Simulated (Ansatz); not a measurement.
**Polymorphs of Sn₃Ge₂**

Computed with DFT PBE, scalar-relativistic, plane waves, PAW (Ansatz 0.2.0). Settings: cutoff 420 eV, Γ-centred meshes spaced at most about 0.3 Å⁻¹, and about 0.25 Å⁻¹ or finer for metals (2π included), Gaussian smearing. No spin polarisation.

Formation energies are uncorrected and refer to the elements' standard structures at the same level. The references include grey tin.

These are static total energies at zero pressure. The comparison covers the computed candidates alone.

Invented guesses were relaxed alike, and ends that match in structure were merged. ΔE counts from the first row. Coordination counts Ge atoms around Sn (those within 1.25 times the shortest such distance or 1.15 times the sum of covalent radii, 1.27 where that leaves under three; the shortest distance is added where it exceeds 1.18 times the sum of covalent radii; a slash parts the counts of unlike sites). The ends were matched against large subsets of the Crystallography Open Database and the Materials Project, so a missing match doesn't prove that a structure is unreported.

```
#                                         reached from  type and space group  atoms  Å³/atom                    coordination  ΔE (meV/atom)  gap on mesh (eV)  in databases
1  Sn and Ge ordered on fcc sites, changed on relaxing      I4/mmm (No. 139)      5     24.4  Sn 2 from 4.4 Å/4+1 from 3.2 Å              0              0.00      no match
2                       Sn and Ge ordered on fcc sites      I4/mmm (No. 139)      5     24.5    Sn 4 from 3.1 Å/8 from 3.2 Å             14              0.00      no match
3                       Sn and Ge ordered on fcc sites        R-3m (No. 166)      5     24.8    Sn 3 from 3.1 Å/6 from 3.2 Å             42              0.00      no match
```

The lowest: Space group I4/mmm (No. 139), tetragonal, a = 3.464 Å, c = 20.329 Å. Around Sn on a site of symmetry 4mm lie 4 Ge at 3.18 Å, 8 Sn at 3.38–3.46 Å and 1 Ge at 3.47 Å; Sn on a site of symmetry 4/mmm is surrounded by 12 Sn at 3.38–3.46 Å; Ge has 4 Ge at 2.84 Å, 4 Sn at 3.18 Å, 4 Ge at 3.46 Å and 1 Sn at 3.47 Å. Its energy over the elements is +0.17 eV/atom. It can't be a ground state, since the elements alone are lower. An observed structure of this formula, if there is one, may be missing.

```
CELL_PARAMETERS angstrom
-1.73191 1.73191 10.16443
1.73191 -1.73191 10.16443
1.73191 1.73191 -10.16443
ATOMIC_POSITIONS crystal
Sn 0.88545 0.88545 0.00000
Sn 0.11455 0.11455 0.00000
Sn 0.50000 0.50000 0.00000
Ge 0.28541 0.28541 0.00000
Ge 0.71459 0.71459 0.00000
```

The second: Space group I4/mmm (No. 139), tetragonal, a = 3.452 Å, c = 20.531 Å. Sn on a site of symmetry 4mm has 4 Ge at 3.10 Å, 8 Sn at 3.45 Å and 1 Sn at 3.91 Å; Sn on a site of symmetry 4/mmm has 8 Ge at 3.16 Å, 4 Sn at 3.45 Å and 2 Sn at 3.91 Å; Ge has 8 Sn at 3.10–3.16 Å and 4 Ge at 3.45 Å. Counting Ge atoms around Sn, the first has Sn 2 from 4.4 Å/4+1 from 3.2 Å and the second has Sn 4 from 3.1 Å/8 from 3.2 Å. Cells relaxed within their symmetry can be saddle points. Some types were kept out of the candidates beforehand, so the set may lack a known form.
